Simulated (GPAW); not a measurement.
Crystal: ZnS (Wurtzite-2H).

```
CELL_PARAMETERS angstrom
3.81100 0.00000 0.00000
-1.90550 3.30042 0.00000
0.00000 0.00000 6.23400
ATOMIC_POSITIONS crystal
Zn 0.66667 0.33333 0.50000
Zn 0.33333 0.66667 0.00000
S 0.66667 0.33333 0.88500
S 0.33333 0.66667 0.38500
```

Base run:

| Quantity | Value |
| --- | --- |
| Program | GPAW 26.7.0 |
| Functional | LDA |
| Potentials or basis | the program's PAW data sets (release 1.2.1) made for this functional |
| Cutoff | 600 eV |
| Basis | pw |
| k mesh | 6 × 6 × 3 |
| Occupations | fermi-dirac, width 0.05 eV |
| Spin | no spin polarisation |

Its results: band gap on the k mesh 1.99 eV, direct; pressure -4.3 GPa; largest force 0.291 eV/Å.

Task: The run is repeated on the same cell with these changes: functional from LDA to revPBE. What comes out?

Result: Band gap on the k mesh 2.37 eV, direct; pressure 4.5 GPa; largest force 0.338 eV/Å.

revPBE binds less tightly than LDA, so the same cell stands under more pressure.

Not every run made on this cell is shown here.
